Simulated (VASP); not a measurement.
# KCl (Fm-3m) in VASP: further runs, part 3 of 3

VASP 6.6.1. The steps go on from the part before.

**5. Electric field gradients, PBEsol (functional pbesol, volume scaled by 1.04)**

File INCAR:

```
SYSTEM = KCl
  ALGO = Normal
  EDIFF = 1E-8
  ENCUT = 520
  GGA = PS
  ISIF = 2
  ISMEAR = -1
  LASPH = .TRUE.
  LCHARG = .FALSE.
  LEFG = .TRUE.
  LREAL = .FALSE.
  LWAVE = .FALSE.
  NBANDS = 15
  NELM = 100
  PREC = Accurate
  SIGMA = 0.03
```

File KPOINTS:

```
k-points
0
G
  7 7 7
  0 0 0
```

File POSCAR:

```
KCl
1.0
    0.0000000000      3.1976323944      3.1976323944
    3.1976323944      0.0000000000      3.1976323944
    3.1976323944      3.1976323944      0.0000000000
K Cl
1 1
Direct
    0.0000000000      0.0000000000      0.0000000000
    0.5000000000      0.5000000000      0.5000000000
```

Potentials or basis: VASP PAW PBE potentials, release 64 (K_sv, Cl).

Command:

```sh
> cat potpaw_PBE.64/K_sv/POTCAR potpaw_PBE.64/Cl/POTCAR > POTCAR
> mpirun -np 1 vasp_std > vasp.out
```

OUTCAR:

```text
SYSTEM = KCl
   EDIFF = 1E-8
   ENCUT = 520
   GGA = PS
   ISIF = 2
   ISMEAR = -1
   LASPH = .TRUE.
   LREAL = .FALSE.
   NELM = 100
   PREC = Accurate

 ion  position               nearest neighbor table
   1  0.000  0.000  0.000-   2 3.20   2 3.20   2 3.20   2 3.20   2 3.20   2 3.20
   2  0.500  0.500  0.500-   1 3.20   1 3.20   1 3.20   1 3.20   1 3.20   1 3.20

  LATTYP: Found a face centered cubic cell.
 ALAT       =     6.3952647888

  Lattice vectors:

 A1 = (   0.0000000000,   3.1976323944,   3.1976323944)
 A2 = (   3.1976323944,   0.0000000000,   3.1976323944)
 A3 = (   3.1976323944,   3.1976323944,   0.0000000000)

Analysis of symmetry for initial positions (statically):
=====================================================================
 Subroutine PRICEL returns:
 Original cell was already a primitive cell.

 Routine SETGRP: Setting up the symmetry group for a
 face centered cubic supercell.

[... 542 lines left out ...]
      direct lattice vectors                 reciprocal lattice vectors
     0.000000000  3.197632394  3.197632394    -0.156365691  0.156365691  0.156365691
     3.197632394  0.000000000  3.197632394     0.156365691 -0.156365691  0.156365691
     3.197632394  3.197632394  0.000000000     0.156365691  0.156365691 -0.156365691

 POSITION                                       TOTAL-FORCE (eV/Angst)
 -----------------------------------------------------------------------------------
      0.00000      0.00000      0.00000        -0.000000     -0.000000      0.000000
      3.19763      3.19763      3.19763         0.000000      0.000000     -0.000000
 -----------------------------------------------------------------------------------
    total drift:                                0.000000      0.000000      0.000000

  FREE ENERGIE OF THE ION-ELECTRON SYSTEM (eV)
  ---------------------------------------------------
  free  energy   TOTEN  =        -7.0084053590 eV

  energy  without entropy=       -7.0084053590  energy(sigma->0) =       -7.00840536

 Electric field gradients (V/A^2)
---------------------------------------------------------------------
 ion       V_xx      V_yy      V_zz      V_xy      V_xz      V_yz
---------------------------------------------------------------------
   1       0.000     0.000     0.000    -0.000    -0.000    -0.000
   2       0.000     0.000     0.000    -0.000    -0.000    -0.000
---------------------------------------------------------------------

 Electric field gradients after diagonalization (V/A^2)
 (convention: |V_zz| > |V_xx| > |V_yy|)
----------------------------------------------------------------------
 ion       V_xx      V_yy      V_zz     asymmetry (V_yy - V_xx)/ V_zz
----------------------------------------------------------------------
   1       0.000     0.000    -0.001       0.000
   2       0.000     0.000    -0.001       0.000
----------------------------------------------------------------------

           NMR quadrupolar parameters

 Cq : quadrupolar parameter    Cq=e*Q*V_zz/h
 eta: asymmetry parameters     (V_yy - V_xx)/ V_zz
 Q  : nuclear electric quadrupole moment in mb (millibarn)
----------------------------------------------------------------------
 ion       Cq(MHz)       eta       Q (mb)
----------------------------------------------------------------------
   1      -0.000       0.000       1.000
   2      -0.000       0.000       1.000
----------------------------------------------------------------------
```

OSZICAR:

```text
N       E                     dE             d eps       ncg     rms          rms(c)
DAV:   1     0.105166411852E+03    0.10517E+03   -0.69983E+03   600   0.952E+02
DAV:   2    -0.508008290351E+00   -0.10567E+03   -0.97841E+02   798   0.241E+02
DAV:   3    -0.705165683121E+01   -0.65436E+01   -0.65154E+01   824   0.524E+01
DAV:   4    -0.726815502959E+01   -0.21650E+00   -0.21644E+00   937   0.896E+00
DAV:   5    -0.726997481824E+01   -0.18198E-02   -0.18198E-02   824   0.896E-01    0.299E+00
DAV:   6    -0.701102503662E+01    0.25895E+00   -0.36733E-01   782   0.314E+00    0.243E+00
DAV:   7    -0.699643279215E+01    0.14592E-01   -0.85083E-02   803   0.168E+00    0.144E+00
DAV:   8    -0.700722572179E+01   -0.10793E-01   -0.15913E-02   811   0.926E-01    0.209E-01
DAV:   9    -0.700776092405E+01   -0.53520E-03   -0.96789E-04   782   0.193E-01    0.100E-01
DAV:  10    -0.700839146676E+01   -0.63054E-03   -0.64898E-04   628   0.155E-01    0.256E-02
DAV:  11    -0.700840172114E+01   -0.10254E-04   -0.29016E-05   857   0.302E-02    0.171E-02
DAV:  12    -0.700840522775E+01   -0.35066E-05   -0.10001E-05   670   0.170E-02    0.665E-03
DAV:  13    -0.700840535719E+01   -0.12944E-06   -0.88059E-07   719   0.596E-03    0.552E-04
DAV:  14    -0.700840535903E+01   -0.18406E-08   -0.83128E-08   761   0.175E-03
   1 F= -.70084054E+01 E0= -.70084054E+01  d E =-.151317E-10
```

stdout:

```text
POSCAR found type information on POSCAR K Cl
 POSCAR found :  2 types and       2 ions
 scaLAPACK will be used
 -----------------------------------------------------------------------------
|                                                                             |
|                                                                             |
|     You enforced a specific xc type in the INCAR file but a different       |
|     I HOPE YOU KNOW WHAT YOU ARE DOING!                                     |
|                                                                             |
 -----------------------------------------------------------------------------

 LDA part: xc-table for (Slater+PW92), standard interpolation
 POSCAR, INCAR and KPOINTS ok, starting setup
 FFT: planning ... GRIDC
 FFT: planning ... GRID_SOFT
 FFT: planning ... GRID
 WAVECAR not read
 entering main loop
ion   1

ion   2
```

Run time: 15 s. Hardware: 1 thread of Intel Xeon 6975P-C, shared host; peak memory 0.2 GiB.

What came out:

```yaml
Free_energy: -7.0084 eV
Pressure: -1.1 GPa
Band_gap_on_the_k_mesh: 4.88 eV, direct
```

Levels at points of the mesh, in eV from the valence-band top:
```csv
k point,band 5,band 6,band 7,band 8,band 9,band 10,band 11,band 12
"(0.00, 0.00, 0.00)",-10.69,0.00,0.00,0.00,4.88,8.27,8.27,8.27
```

Caveat: without QUAD_EFG the Cq values of the log hold for a quadrupole moment of 1 mb, not for the nuclei; the PAW data sets were made with another functional, which shifts forces and pressure a little. A k mesh can miss the band edges.

**6. The runs side by side**

```tsv
task	level	potentials or basis	cell	k mesh for the DOS	occupations for the DOS	gap on the mesh (eV)	pressure (GPa)
electric field gradients	PBE	VASP PAW PBE potentials, release 64 (K_sv, Cl)	a = 4.463 Å, angles 60.0°, 2 atoms	-	-	5.16	0.6
density of states	PBE	VASP PAW PBE potentials, release 64 (K_sv, Cl)	a = 4.463 Å, angles 60.0°, 2 atoms	11 × 11 × 11	tetrahedron	-	-
electric field gradients	LDA	VASP PAW LDA potentials, release 64 (K_sv, Cl)	a = 4.463 Å, angles 60.0°, 2 atoms	-	-	4.72	-2.0
electric field gradients	PBEsol	VASP PAW PBE potentials, release 64 (K_sv, Cl)	a = 4.522 Å, angles 60.0°, 2 atoms	-	-	4.88	-1.1
```

Alike in all rows: no spin polarisation; k mesh 7 × 7 × 7; cutoff (eV) 520; smearing fermi-dirac 0.03 eV.

Caveats: the PAW data sets were made with another functional, which shifts forces and pressure a little (some runs).

Absolute energies hang on the potentials; compare differences alone.

**7. How close it comes**

Step 2. A measured gap of KCl is 8.68 eV (a printed reference work, monograph); the calculated 5.16 eV misses it by -3.52 eV. The value is that of PBE on a finite k mesh, which can miss the band edges, without temperature or zero-point motion. Semilocal functionals fall short of measured gaps as a rule.

Step 4. A measured gap of KCl is 8.68 eV (a printed reference work, monograph); the calculated 4.72 eV misses it by -3.96 eV. The value is that of LDA on a finite k mesh, which can miss the band edges, without temperature or zero-point motion. Semilocal functionals fall short of measured gaps as a rule.
